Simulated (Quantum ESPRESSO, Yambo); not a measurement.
Planning a run of Yambo 5.3.0 on LiF (Griceite). The input:

```
HF_and_locXC
gw0
dyson
ppa
em1d
rim_cut
RandQpts= 1000000
RandGvec= 1 RL
EXXRLvcs= 72 Ry
VXCRLvcs= 288 Ry
Chimod= "HARTREE"
% BndsRnXp
 1 | 197 |
%
NGsBlkXp= 26 Ry
% LongDrXp
 1 | 1 | 1 |
%
% GbndRnge
 1 | 197 |
%
DysSolver= "n"
ExtendOut
PPAPntXp= 27.21138 eV
% QPkrange
 1 | 1 | 4 | 7 |
%
```

```sh
OMP_NUM_THREADS=1 mpirun -n 8 yambo -F gw12.in -J gw12 -C gw12 > gw12.log
```

The stored states that it reads are on a 4×4×4 mesh. It takes space group Fm-3m (No. 225, cubic). The conventional cell has a = 4.028 Å, b = 4.028 Å, c = 4.028 Å, α = 90.00°, β = 90.00°, γ = 90.00°. Li has 6 F at 2.01 Å nearest. Nearest to F lie 6 Li at 2.01 Å. Farther neighbours and most contacts between anions are not listed.

Question: How long will it take on 8 MPI ranks of Arm Neoverse V1, shared host, and how much memory?

It took 47 s; on shared hardware allow 23 s to 94 s. Peak host memory was 2.7 GiB.

The screening grows as filled bands × empty bands × pairs of k points, times the square of the screening basis for the matrix.

[Paths, hosts, dates, memory and timing lines, banners, echoed tables and standing remarks are left out of the program output.]

[Logs are printed without paths, hosts, clocks, repeated set-up lines and the standing remarks that a program may print on its own settings, such as how far it seeks lower states.]

[Runs of the session that timed out or met a known fault of the program may be left out.]

[Hosts, paths, dates, database ids (printed as entryN), source tags and the programs' standing remarks are cut or masked in the printed files.]
